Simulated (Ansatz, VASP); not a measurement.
# One calculation of KBr, two programs

```
K Br
1.0
     0.07487    3.15774    3.35529
     3.48106   -0.05090    3.48106
     3.35529    3.15774    0.07487
K Br
1 1
Direct
  0.01365 0.99575 0.01365
  0.48635 0.50425 0.48635
```

Alike in both runs: task single point; functional PBE; k mesh 6 × 6 × 6; occupations gaussian, width 0.02 eV; no spin polarisation.

|  | VASP | Ansatz |
| --- | --- | --- |
| version | VASP 6.6.1 | Ansatz 0.2.0 |
| potentials or method | VASP PAW PBE potentials, release 64 (K_sv, Br) | scalar-relativistic, plane waves, PAW |
| plane-wave cutoff (eV) | 520 | 420 |
| valence electrons in the cell | 16 | 16 |

Ansatz gave:

- gap on the k mesh at the Fermi level (eV): 4.35
- least direct gap on the mesh (eV): 4.35
- pressure (GPa): 1.0
- largest component of the traceless stress (GPa): 1.89
- rms of the force components (eV/Å): 0.228

Problem. Estimate VASP's values.

Solution. gap on the k mesh at the Fermi level (eV): 4.34; least direct gap on the mesh (eV): 4.34; pressure (GPa): 1.0; largest component of the traceless stress (GPa): 1.92; rms of the force components (eV/Å): 0.232.

Atom by atom the forces differ by 0.003 eV/Å (rms over components).
